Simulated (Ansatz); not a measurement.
What does this script print? It uses Ansatz's Python interface.

The script reads `lif.xyz`:
```text
4
Lattice="3.06093982 0.0 0.0 -1.53046991 2.65085164 0.0 0.0 0.0 4.80732457" Properties=species:S:1:pos:R:3 pbc="T T T"
Li   -0.00000002    1.76723444    1.83233224
Li    1.53046992    0.88361720    4.23599452
F    -0.00000002    1.76723444    4.77772943
F     1.53046992    0.88361720    2.37406715
```

`fatbands.py`
```python
"""Fat bands of LiF at high-symmetry points."""

from pathlib import Path
import logging
import sys
import warnings

import ansatz as az
import pandas as pd

logging.basicConfig(stream=sys.stdout, format="%(levelname)s:%(name)s:%(message)s")
log = logging.getLogger("run")
log.setLevel(logging.INFO)

config = {
    "smearing": "Fixed",
    "xc": "LDA",
    "kgrid": (6, 6, 4),
}

warnings.simplefilter("ignore", az.DeckWarning)

system = az.Crystal.from_extxyz("lif.xyz")

points = {"G": (0.0, 0.0, 0.0), "M": (0.5, 0.0, 0.0), "K": (0.33333, 0.33333, 0.0), "A": (0.0, 0.0, 0.5), "L": (0.5, 0.0, 0.5), "H": (0.33333, 0.33333, 0.5)}
base = (
    system.calculation()
    .occupations(config["smearing"])
    .functional(config["xc"])
    .kpoints(*config["kgrid"], center="gamma")  # sampling of the Brillouin zone
    .band_structure(list(points.values()), intervals=1)  # levels along the path at the converged density
    .fat_bands()
)
outcome = base.run()
r = outcome.report
file = Path(outcome.write_results("results")) / "fatbands.tsv"
names = file.read_text().splitlines()[0].lstrip("# ").split("\t")
table = pd.read_csv(file, sep="\t", comment="#", names=names)
near = table[table.e_minus_ef.abs() < 4]
for ik, label in enumerate(points):
    print(label)
    for _, row in near[near.ik == ik].iterrows():
        main = row[names[4:]].astype(float).nlargest(2)
        log.info(f"   band {int(row.band):3d} {row.e_minus_ef:7.3f} eV  " + ", ".join(f"{k} {v:.2f}" for k, v in main.items()))
```

Output of `python fatbands.py`:
```text
G
INFO:run:   band   4  -2.287 eV  f2_l1_2P 0.47, f3_l1_2P 0.47
INFO:run:   band   5  -0.487 eV  f2_l1_2P 0.50, f3_l1_2P 0.50
INFO:run:   band   6  -0.487 eV  f2_l1_2P 0.50, f3_l1_2P 0.50
INFO:run:   band   7  -0.153 eV  f2_l1_2P 0.50, f3_l1_2P 0.50
INFO:run:   band   8  -0.153 eV  f2_l1_2P 0.50, f3_l1_2P 0.50
INFO:run:   band   9  -0.000 eV  f2_l1_2P 0.50, f3_l1_2P 0.50
M
INFO:run:   band   4  -2.141 eV  f2_l1_2P 0.47, f3_l1_2P 0.47
INFO:run:   band   5  -1.311 eV  f2_l1_2P 0.48, f3_l1_2P 0.48
INFO:run:   band   6  -1.081 eV  f2_l1_2P 0.48, f3_l1_2P 0.48
INFO:run:   band   7  -1.051 eV  f2_l1_2P 0.49, f3_l1_2P 0.49
INFO:run:   band   8  -0.570 eV  f2_l1_2P 0.49, f3_l1_2P 0.49
INFO:run:   band   9  -0.400 eV  f2_l1_2P 0.50, f3_l1_2P 0.50
K
INFO:run:   band   4  -2.181 eV  f2_l1_2P 0.48, f3_l1_2P 0.48
INFO:run:   band   5  -1.232 eV  f2_l1_2P 0.48, f3_l1_2P 0.48
INFO:run:   band   6  -1.232 eV  f2_l1_2P 0.48, f3_l1_2P 0.48
INFO:run:   band   7  -1.068 eV  f2_l1_2P 0.49, f3_l1_2P 0.49
INFO:run:   band   8  -0.634 eV  f2_l1_2P 0.49, f3_l1_2P 0.49
INFO:run:   band   9  -0.634 eV  f2_l1_2P 0.49, f3_l1_2P 0.49
A
INFO:run:   band   4  -1.207 eV  f3_l1_2P 0.45, f2_l1_2P 0.45
INFO:run:   band   5  -1.207 eV  f2_l1_2P 0.45, f3_l1_2P 0.45
INFO:run:   band   6  -0.320 eV  f3_l1_2P 0.81, f2_l1_2P 0.19
INFO:run:   band   7  -0.320 eV  f3_l1_2P 0.79, f2_l1_2P 0.20
INFO:run:   band   8  -0.320 eV  f2_l1_2P 0.78, f3_l1_2P 0.21
INFO:run:   band   9  -0.320 eV  f2_l1_2P 0.81, f3_l1_2P 0.18
L
INFO:run:   band   4  -1.874 eV  f3_l1_2P 0.65, f2_l1_2P 0.28
INFO:run:   band   5  -1.874 eV  f2_l1_2P 0.65, f3_l1_2P 0.28
INFO:run:   band   6  -0.736 eV  f3_l1_2P 0.66, f2_l1_2P 0.33
INFO:run:   band   7  -0.736 eV  f2_l1_2P 0.66, f3_l1_2P 0.33
INFO:run:   band   8  -0.593 eV  f3_l1_2P 0.75, f2_l1_2P 0.24
INFO:run:   band   9  -0.593 eV  f2_l1_2P 0.75, f3_l1_2P 0.24
H
INFO:run:   band   4  -1.658 eV  f3_l1_2P 0.86, f2_l1_2P 0.11
INFO:run:   band   5  -1.658 eV  f2_l1_2P 0.86, f3_l1_2P 0.11
INFO:run:   band   6  -1.377 eV  f2_l1_2P 0.52, f3_l1_2P 0.43
INFO:run:   band   7  -1.377 eV  f3_l1_2P 0.52, f2_l1_2P 0.43
INFO:run:   band   8  -0.393 eV  f2_l1_2P 0.51, f3_l1_2P 0.48
INFO:run:   band   9  -0.393 eV  f3_l1_2P 0.51, f2_l1_2P 0.48
```

What to keep in mind:
- Under fixed occupations the level called the Fermi level is the highest filled one on the SCF mesh; off the mesh a filled band can lie a little above it.
- This cell is a computed structure, which may not be the phase found in nature.
- Levels are Kohn-Sham eigenvalues on this mesh.
- Energies are less the Fermi level and bands count from 0. Only the largest channels are printed, equivalent atoms hold more, and in degenerate sets the split between sites is arbitrary; shells that the potentials lack have no channel.
- The whole script took 3.7 s on 1 thread of Arm Neoverse N1, on a shared host, peak memory 0.36 GiB.

(Lines on the test bed's own set-up are left out of the output.)
